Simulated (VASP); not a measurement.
Here is a VASP 6.6.1 calculation.

Contents of INCAR:

```
SYSTEM = HfO2
PREC = Accurate ; ENCUT = 600
EDIFF = 1E-7 ; ISMEAR = -1
SIGMA = 0.05 ; LREAL = .FALSE.
LASPH = .TRUE. ; NELM = 100
ALGO = Normal ; ISIF = 3
LWAVE = .FALSE. ; LCHARG = .FALSE.
GGA = CA ; IBRION = 2
NSW = 60 ; EDIFFG = -0.005
KPAR = 8
```

Contents of KPOINTS:

```
regular mesh
0
G
  6 6 4
  0 0 0
```

File POSCAR:

```
HfO2
1.0
    3.6043260000      0.0000000000      0.0000000000
    0.0000000000      3.6043260000      0.0000000000
    0.0000000000      0.0000000000      5.2635560000
Hf O
2 4
Direct
    0.5000000000      0.5000000000      0.5000000000
    0.0000000000      0.0000000000      0.0000000000
    0.0000000000      0.5000000000      0.6932930000
    0.5000000000      0.0000000000      0.8067070000
    0.5000000000      0.0000000000      0.3067070000
    0.0000000000      0.5000000000      0.1932930000
```

Potentials or basis: VASP PAW LDA potentials, release 64 (Hf_pv, O).

Run with:

```bash
$ cat potpaw_LDA.64/Hf_pv/POTCAR potpaw_LDA.64/O/POTCAR > POTCAR
$ mpirun -np 8 vasp_std > vasp.out
```

Estimate the relaxed volume.

10.49 Å³/atom.

Predict the space group after relaxing (to 0.05 Å).

P4_2/nmc (No. 137).

The path:
```
step  energy change (eV)  largest force (eV/Å)  pressure (GPa)  volume (Å³)
   1              0.0000                0.1506          -16.34        68.38
   2              0.4546                1.1372           37.25        57.51
   3             -0.2397                0.2578           -0.71        64.09
   4             -0.2399                0.2702           -0.24        63.98
   5             -0.2398                0.2796            0.15        63.89
   6             -0.2542                0.2418            0.26        63.66
   7             -0.2668                0.1451            0.92        62.95
   8             -0.2679                0.1646            0.72        63.11
   9             -0.2773                0.0602           -0.61        63.25
  10             -0.2786                0.0115           -1.25        63.32
  11             -0.2793                0.0123            0.86        62.78
  12             -0.2801                0.0119           -0.02        63.01
  13             -0.2802                0.0139            0.07        62.98
  14             -0.2802                0.0151            0.13        62.96
  15             -0.2802                0.0080           -0.12        63.00
  16             -0.2802                0.0090           -0.08        62.99
  17             -0.2803                0.0047           -0.07        62.98
  18             -0.2803                0.0001           -0.05        62.96
  19             -0.2803                0.0020            0.07        62.93
  20             -0.2803                0.0011            0.03        62.95
```
